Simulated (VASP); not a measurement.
**CsBr: single point with LDA**

The system is CsBr.

```
CELL_PARAMETERS angstrom
4.28600 0.00000 0.00000
0.00000 4.28600 0.00000
0.00000 0.00000 4.28600
ATOMIC_POSITIONS crystal
Cs 0.00000 0.00000 0.00000
Br 0.50000 0.50000 0.50000
```

- Program: VASP 6.6.1
- Task: single point
- Functional: LDA
- Potentials or basis: VASP PAW LDA potentials, release 64 (Cs_sv, Br)
- Cutoff: 520 eV
- k mesh: 4 × 4 × 4
- Occupations: gaussian, width 0.01 eV
- Spin: no spin polarisation
- Dipole correction: no
- Further INCAR settings: ALGO = Normal; EDIFF = 1e-06; NBANDS = 15

```json
{
  "Pressure": "-1.6 GPa",
  "Band gap on the k mesh": "4.14 eV, direct"
}
```

Levels at points of the mesh, in eV from the valence-band top:
```
           k point  band 6  band 7  band 8  band 9  band 10  band 11
(0.00, 0.00, 0.00)    0.00    0.00    0.00    4.14     4.67     4.67
(0.50, 0.00, 0.00)   -1.40   -0.23   -0.23    5.69     7.06     7.47
(0.50, 0.50, 0.00)   -0.59   -0.59    0.00    4.98     5.26     7.07
(0.50, 0.50, 0.50)   -1.23   -1.23   -1.23    8.17     8.17     8.17
```

It used 5.6 s of CPU time on 1 thread of Intel(R) Xeon(R) Platinum 8488C (Sapphire Rapids), on a shared host, which was overloaded at the time.

Caveat: spin-orbit coupling is left out, which moves the levels of the heavy elements.
